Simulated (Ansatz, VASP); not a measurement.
**One calculation of Ca, two programs**

INCAR

```
PREC = Accurate
ENCUT = 520
EDIFF = 1E-7
ISMEAR = -1
SIGMA = 0.05
LREAL = F
LASPH = T
NELM = 100
ALGO = Normal
ISIF = 2
LWAVE = F
LCHARG = F
GGA = PE
NBANDS = 17
```

Contents of KPOINTS:

```
Automatic mesh
0
Gamma
  8 8 4
```

POSCAR

```
Ca
1.0
    1.9972168119     -3.4401728064      0.0000000000
    1.9972168119      3.4401728064      0.0000000000
    0.0000000000      0.0000000000      6.5947677699
Ca
2
Direct
    0.1644134000      0.8355866000      0.7500000000
    0.8355866000      0.1644134000      0.2500000000
```

File input.yaml:

```yaml
crystal:
  lattice:
    - [1.9972168119, -3.4401728064, 0.0]
    - [1.9972168119, 3.4401728064, 0.0]
    - [0.0, 0.0, 6.5947677699]
  atoms:
    - { symbol: Ca, position: [0.1644134, 0.8355866, 0.75] }
    - { symbol: Ca, position: [0.8355866, 0.1644134, 0.25] }
hamiltonian:
  xc: pbe
  pseudopotentials: { kind: paw }
kpoints:
  mp_grid: { grid: [8, 8, 4] }
scf:
  occupations: { method: fermi_dirac, width: 0.05 }
output:
  forces: true
  stress: true
  eigenvalues: true
  write_density: true
  write_potential: true
  elf: true
  volumetric_format: npy
```

Change from the starting cell: volume scaled by 1.04.

Alike in both runs: task single point; functional PBE; k mesh 8 × 8 × 4; occupations fermi-dirac, width 0.05 eV; no spin polarisation.

|  | VASP | Ansatz |
| --- | --- | --- |
| version | VASP 6.6.1 | Ansatz 0.2.0 |
| potentials or method | VASP PAW PBE potentials, release 64 (Ca_sv) | Ansatz PAW |
| plane-wave cutoff (eV) | 520 | 420 |
| valence electrons in the cell | 20 | 20 |

|  | VASP | Ansatz | Ansatz less VASP |
| --- | --- | --- | --- |
| gap on the k mesh at the Fermi level (eV) | none | none | - |
| pressure (GPa) | -1.0 | -1.0 | -0.01 |
| largest component of the traceless stress (GPa) | 0.16 | 0.16 | 0.000 |
| rms of the force components (eV/Å) | 0.009 | 0.009 | 0.0000 |

Atom by atom the forces differ by 0.000 eV/Å (rms over components). A gap of «none» marks a metal or a gap that the smearing closes. The functional is the same, so the differences come from potentials, cutoffs and numerics.
